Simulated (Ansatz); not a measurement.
# Zn4Sn4P8H: the cost of one run

Computed with Ansatz 0.2.0 (DFT PBE, scalar-relativistic, plane waves, PAW, unless a step's input says otherwise).

1 further run of the same task is left out (set aside as unsound or not needed).

### Step 1. The starting structure

The structure is tetragonal, space group I-42d (No. 122). The conventional cell has a = 5.702 Å, b = 5.702 Å, c = 11.434 Å, α = 90.00°, β = 90.00°, γ = 90.00°. Zn (site symmetry -4) has 4 P at 2.40 Å as nearest neighbours. Sn (site symmetry -4) has 4 P at 2.55 Å as nearest neighbours. Around P (site symmetry 2) lie 2 Zn at 2.40 Å and 2 Sn at 2.55 Å.

Structure file:

```
CELL_PARAMETERS angstrom
-2.85117 2.85117 5.71699
2.85117 -2.85117 5.71699
2.85117 2.85117 -5.71699
ATOMIC_POSITIONS crystal
Zn 0.75000 0.25000 0.50000
Zn 0.00000 0.00000 0.00000
Sn 0.25000 0.75000 0.50000
Sn 0.50000 0.50000 0.00000
P 0.37500 0.35279 0.47779
P 0.64721 0.12500 0.02221
P 0.10279 0.62500 0.97779
P 0.87500 0.89721 0.52221
```

It goes back to an entry of the Materials Project, which need not be the stable form.

It is the result of an earlier relaxation at this level (volume 23.24 Å³/atom; gap on the mesh: 0.68 eV).

### Step 2. The defect cell, relaxed

The supercell's rows are 0 1 0; -1 0 0; 1 1 2 in vectors of the relaxed cell. Atom 17 is the H that will move.

input.yaml

```yaml
crystal:
  lattice:
    - [2.8511725737, -2.8511725737, 5.716994044]
    - [2.8511725737, -2.8511725737, -5.716994044]
    - [5.7023451474, 5.7023451474, 0.0]
  atoms:
    - { symbol: Zn, position: [0.0, 0.5, 0.25] }
    - { symbol: Zn, position: [0.5, 0.0, 0.75] }
    - { symbol: Zn, position: [0.5, 0.5, 0.5] }
    - { symbol: Zn, position: [0.0, 0.0, 0.0] }
    - { symbol: Sn, position: [0.5, 0.0, 0.25] }
    - { symbol: Sn, position: [0.0, 0.5, 0.75] }
    - { symbol: Sn, position: [0.0, 0.0, 0.5] }
    - { symbol: Sn, position: [0.5, 0.5, 0.0] }
    - { symbol: P, position: [0.1138929909, 0.8638929909, 0.2388929909] }
    - { symbol: P, position: [0.6138929909, 0.3638929909, 0.7388929909] }
    - { symbol: P, position: [0.1138929909, 0.3638929909, 0.0111070091] }
    - { symbol: P, position: [0.6138929909, 0.8638929909, 0.5111070091] }
    - { symbol: P, position: [0.1361070091, 0.3861070091, 0.4888929909] }
    - { symbol: P, position: [0.6361070091, 0.8861070091, 0.9888929909] }
    - { symbol: P, position: [0.6361070091, 0.3861070091, 0.2611070091] }
    - { symbol: P, position: [0.1361070091, 0.8861070091, 0.7611070091] }
    - { symbol: H, position: [0.2867070601, 0.2426104711, 0.227172292] }
total_charge: 1
basis:
  ecutwfc: 420
  xc_grid: 2
kpoints:
  mp_grid: { grid: [2, 2, 2], shift: [0.5, 0.5, 0.5] }
hamiltonian:
  xc: pbe
scf:
  occupations: { method: gaussian, width: 0.02 }
output:
  forces: true
  stress: false
  eigenvalues: true
  write_density: true
  write_potential: true
  elf: true
  volumetric_format: npy
relax:
  adjacent_minimum: "off"
  f_tol: 0.02
  max_steps: 60
```

Launch:

```
ansatz run input.yaml --threads 4 --pin off --max-ram 8192MiB --backend cpu --events-out ev --progress --plain --runs-dir out
```

Q: Estimate wall time and peak memory on 4 threads of INTEL XEON PLATINUM 8581C at 2.30GHz (Emerald Rapids), shared host.

About 51 s, with a peak of 1 GiB.
